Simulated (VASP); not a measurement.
A run of VASP 6.6.1 is set up as follows.

File INCAR:

```
SYSTEM = Cs
PREC = Accurate ; ENCUT = 520
EDIFF = 1E-6 ; ISMEAR = 0
SIGMA = 0.02 ; LREAL = .FALSE.
LASPH = .TRUE. ; NELM = 80
ALGO = Normal ; ISIF = 2
LWAVE = .FALSE. ; LCHARG = .TRUE.
GGA = RP ; LELF = .TRUE.
LVHAR = .TRUE.
```

File KPOINTS:

```
Automatic mesh
0
G
  7 7 7
  0 0 0
```

File POSCAR:

```
Cs
1.0
   -2.5538463026      2.5538463026      9.5960667852
    2.5538463026     -2.5538463026      9.5960667852
    2.5538463026      2.5538463026     -9.5960667852
Cs
2
Direct
    0.5000000000      0.5000000000      0.0000000000
    0.2500000000      0.7500000000      0.5000000000
```

Potentials or basis: VASP PAW PBE potentials, release 64 (Cs_sv).

Launch:

```console
$ cat potpaw_PBE.64/Cs_sv/POTCAR > POTCAR
$ mpirun -np 1 vasp_std > vasp.out
```

**Question.** Predict the band gap on the k mesh.

**Answer.** None (metal or under the smearing width).

**Question.** Estimate the pressure.

**Answer.** 0.2 GPa.

Stress tensor (GPa, compression positive):
```
0.21 0.00 0.00
0.00 0.21 0.00
0.00 0.00 0.09
```

Caveat: the PAW data sets were made with another functional, which shifts forces and pressure a little. Spin-orbit coupling is left out, which matters for the levels of Cs.
